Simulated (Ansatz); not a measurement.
**Al2Pt: squeezing one contact**

One table from this session's results is given with a row withheld; the runs are named, their logs left out.

Computed with Ansatz 0.2.0 (DFT PBE, with the methods named in each step, unless a step's input says otherwise).

## Starting point

The structure is cubic, space group Fm-3m (No. 225). Conventional cell: a = 5.910 Å, b = 5.910 Å, c = 5.910 Å, α = 90.00°, β = 90.00°, γ = 90.00°. Around Al (site symmetry -43m) lie 4 Pt at 2.56 Å. Pt (site symmetry m-3m) is surrounded by 8 Al at 2.56 Å.

As a file:

```cif
data_structure
_symmetry_space_group_name_H-M 'Fm-3m'
_symmetry_Int_Tables_number 225
_cell_length_a 5.9100
_cell_length_b 5.9100
_cell_length_c 5.9100
_cell_angle_alpha 90.000
_cell_angle_beta 90.000
_cell_angle_gamma 90.000
_cell_volume 206.43
loop_
_atom_site_label
_atom_site_type_symbol
_atom_site_symmetry_multiplicity
_atom_site_Wyckoff_symbol
_atom_site_fract_x
_atom_site_fract_y
_atom_site_fract_z
_atom_site_occupancy
Al1 Al 8 c 0.25000 0.75000 0.75000 1
Pt1 Pt 4 a 0.00000 0.00000 0.00000 1
```

The file gives the conventional cell by its symmetry; the runs use the cell typed in the input.

Atoms are numbered in the order of the input: Al1, Al2, Pt3.

Set-up of the first run:

The input, input.yaml:

```yaml
crystal:
  lattice:
    - [0.0, 2.955, 2.955]
    - [2.955, 0.0, 2.955]
    - [2.955, 2.955, 0.0]
  atoms:
    - { symbol: Al, position: [0.25, 0.25, 0.25] }
    - { symbol: Al, position: [0.75, 0.75, 0.75] }
    - { symbol: Pt, position: [0.0, 0.0, 0.0] }
kpoints:
  mp_grid: { grid: [9, 9, 9] }
scf:
  occupations: { method: fermi_dirac, width: 0.05 }
hamiltonian:
  xc: pbe
  pseudopotentials: { kind: all_electron, lapw: { basis_error: 0.001 } }
output:
  forces: true
  stress: true
  eigenvalues: true
  populations: true
```

Command:

```
$ ansatz run input.yaml --threads 1 --pin off --max-ram 3072MiB --backend cpu --events-out ev --progress --plain --runs-dir out
```

Among the steps run: The bond as given, LAPW; Shortest bond scaled by 1, crystal datasets; Shortest bond scaled by 0.82, LAPW; Shortest bond scaled by 0.7, LAPW; Shortest bond scaled by 0.64, LAPW; Shortest bond scaled by 0.64, crystal datasets; Shortest bond scaled by 0.58, LAPW; Shortest bond scaled by 0.58, crystal datasets.

One table of the session follows, with a row left open; its other results are not shown here.

| method | length (Å) | force along the bond (eV/Å) | pressure (GPa) | largest force (eV/Å) |
| --- | --- | --- | --- | --- |
| LAPW | 1.484 | 68.672 | 110.41 | 68.714 |
| LAPW | 1.638 | 38.144 | 67.44 | 38.148 |
| LAPW | 1.791 | 21.353 | 40.58 | 21.361 |
| LAPW | 2.098 | 6.298 | 12.75 | 6.353 |
| LAPW | 2.559 | 0.000 | 2.40 | 0.000 |
| PAW | 1.484 | 70.429 | 113.23 | 70.459 |
| PAW | 1.638 | ? | ? | ? |
| PAW | 1.791 | 21.281 | 40.49 | 21.287 |
| PAW | 2.098 | 6.302 | 12.79 | 6.356 |
| PAW | 2.559 | 0.000 | 2.40 | 0.000 |
| PAW (partial_waves polarizable) | 1.484 | 70.385 | 113.17 | 70.416 |
| crystal datasets | 1.484 | 68.673 | 110.41 | 68.715 |
| crystal datasets | 1.638 | 38.146 | 67.44 | 38.149 |
| crystal datasets | 2.559 | 0.000 | 2.39 | 0.000 |

**Question.** Estimate the row for PAW, 1.638.

As computed: force along the bond (eV/Å): 38.040; pressure (GPa): 67.33; largest force (eV/Å): 38.041. In the column «force along the bond (eV/Å)» it lies between LAPW, 1.791 (21.353) and LAPW, 1.638 (38.144).

Caveats from the session: Warnings in the runs' records: gradients without spin orbit, crystal datasets made, efg cores unanswered.
